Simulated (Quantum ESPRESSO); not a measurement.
A calculation with Quantum ESPRESSO 7.5 of CuO (ASE script, structure from a CIF):

The input run.py:

```python
import numpy as np
from ase.calculators.espresso import Espresso, EspressoProfile
import spglib
from ase import Atoms
from ase.io import read

atoms = read('CuO.cif')
cell, pos, num = spglib.standardize_cell((atoms.cell[:], atoms.get_scaled_positions(), atoms.numbers), to_primitive=True, symprec=1e-4)
atoms = Atoms(numbers=num, cell=cell, scaled_positions=pos, pbc=True)

input_data = {
    'control': {'calculation': 'scf', 'prefix': 'pwscf', 'outdir': './tmp', 'tprnfor': True, 'tstress': True, 'disk_io': 'nowf'},
    'system': {'ecutwfc': 55.0, 'ecutrho': 440.0, 'nbnd': 25, 'occupations': 'smearing', 'smearing': 'fd', 'degauss': 0.00367493},
    'electrons': {'conv_thr': 8e-10, 'electron_maxstep': 120, 'mixing_beta': 0.5},
}
pseudopotentials = {'O': 'O.pbe-n-kjpaw_psl.0.1.UPF', 'Cu': 'Cu.paw.z_11.ld1.psl.v1.0.0-low.upf'}
profile = EspressoProfile(command='pw.x', pseudo_dir='pseudo')
dft = Espresso(profile=profile, input_data=input_data, pseudopotentials=pseudopotentials, kpts=(8, 8, 6), koffset=(0, 0, 0))
atoms.calc = dft

print(f'energy {atoms.get_potential_energy():.8f} eV')
print('forces (eV/A)')
print(np.round(atoms.get_forces(), 6))
print('stress (eV/A^3, Voigt)')
print(np.round(atoms.get_stress(), 8))
print(f'Fermi level {dft.get_fermi_level():.4f} eV')
```

The input CuO.cif:

```cif
data_CuO
_cell_length_a 3.17549550
_cell_length_b 3.17549550
_cell_length_c 4.64953187
_cell_angle_alpha 90.00000000
_cell_angle_beta 90.00000000
_cell_angle_gamma 90.00000000
_space_group_name_H-M_alt 'P4/nmm'
_space_group_name_Hall 'P 4ab 2ab -1ab'
_space_group_IT_number 129
loop_
_space_group_symop_operation_xyz
'x,y,z'
'-y+1/2,x+1/2,z'
'-x,-y,z'
'y+1/2,-x+1/2,z'
'x+1/2,-y+1/2,-z'
'-y,-x,-z'
'-x+1/2,y+1/2,-z'
'y,x,-z'
'-x+1/2,-y+1/2,-z'
'y,-x,-z'
'x+1/2,y+1/2,-z'
'-y,x,-z'
'-x,y,z'
'y+1/2,x+1/2,z'
'x,-y,z'
'-y+1/2,-x+1/2,z'
loop_
_atom_site_label
_atom_site_type_symbol
_atom_site_symmetry_multiplicity
_atom_site_Wyckoff_symbol
_atom_site_fract_x
_atom_site_fract_y
_atom_site_fract_z
_atom_site_occupancy
Cu1 Cu 2 a 0.0000000000 0.0000000000 0.0000000000 1
O1 O 2 c 0.5000000000 0.0000000000 0.2670000000 1
```

Potentials or basis: SSSP 1.3 efficiency PBE.

Run with:

```sh
$ OMP_NUM_THREADS=1 python run.py
```

The cell was built by a generator and needn't be a form met in nature.

Task: Write the same calculation in another form: native input, structure typed inline.

Result: As run:

File pw.in:

```
&CONTROL
  calculation = 'scf'
  prefix = 'pwscf'
  outdir = './tmp'
  pseudo_dir = './pseudo'
  tprnfor = .true.
  tstress = .true.
  disk_io = 'nowf'
/
&SYSTEM
  ibrav = 0
  nat = 4
  ntyp = 2
  ecutwfc = 55
  ecutrho = 440
  nbnd = 25
  occupations = 'smearing'
  smearing = 'fd'
  degauss = 0.00367493
/
&ELECTRONS
  conv_thr = 8d-10
  electron_maxstep = 120
  mixing_beta = 0.5
/
ATOMIC_SPECIES
Cu    63.5460 Cu.paw.z_11.ld1.psl.v1.0.0-low.upf
O     15.9990 O.pbe-n-kjpaw_psl.0.1.UPF
CELL_PARAMETERS angstrom
   3.1754955000    0.0000000000    0.0000000000
   0.0000000000    3.1754955000    0.0000000000
   0.0000000000    0.0000000000    4.6495318700
ATOMIC_POSITIONS crystal
Cu     0.0000000000    0.0000000000    0.0000000000
Cu     0.5000000000    0.5000000000    0.0000000000
O      0.5000000000    0.0000000000    0.2670000000
O      0.0000000000    0.5000000000    0.7330000000
K_POINTS automatic
8 8 6 0 0 0
```

Potentials or basis: SSSP 1.3 efficiency PBE.

Command:

```sh
$ OMP_NUM_THREADS=1 pw.x -in pw.in > pw.out
```

Both were run:

|  | ASE script, structure from a CIF | native input, structure typed inline |
| --- | --- | --- |
| Pressure | 16.8 GPa | 16.8 GPa |
| Largest force | 0.884 eV/Å | 0.884 eV/Å |
| Band gap on the k mesh | none (metal or under the smearing width) | none (metal or under the smearing width) |

Keys that steer only the numerical path or the files written may differ.

Caveat: so large a pressure means that the cell lies far from this level's equilibrium, or that cutoff or potentials fall short; the run has no spin polarisation, though such a crystal can be magnetic; semilocal functionals often make such compounds metallic where correlation or magnetic order opens a gap, which also shifts bond lengths.
